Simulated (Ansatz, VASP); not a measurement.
Two plane-wave programs on HfC

```xyz
2
Lattice="0.0000 2.5223 2.5223 2.5223 0.0000 2.5223 2.5223 2.5223 0.0000" Properties=species:S:1:pos:R:3 pbc="T T T"
Hf    1.2611    1.2611    1.2611
C     0.0000    0.0000    0.0000
```

Change from the starting cell: ordered vacancies on the cation sites of antifluorite (F-43m, No. 216).

Alike in both runs: functional PBE; k mesh 12 × 12 × 12; occupations gaussian, width 0.02 eV; no spin polarisation.

Ansatz relaxed the structure, and its values are those at the end. VASP's run is a single point on that final structure, the one shown.

```csv
,VASP,Ansatz
version,VASP 6.6.1,Ansatz 0.2.0
potentials or method,"VASP PAW PBE potentials, release 64 (Hf_pv, C)","scalar-relativistic, plane waves, PAW"
plane-wave cutoff (eV),520,420
valence electrons in the cell,14,30
```

```csv
,VASP,Ansatz,Ansatz less VASP
gap on the k mesh at the Fermi level (eV),0.29,0.29,-0.004
least direct gap on the mesh (eV),0.29,0.29,-0.004
pressure (GPa),-0.4,0.0,+0.37
```

With one functional, cell and mesh, what is left measures potentials, basis and numerics. The two sets of potentials don't hold the same shells in valence.

Caveats: spin-orbit coupling is left out, which moves the levels of the heavy elements.
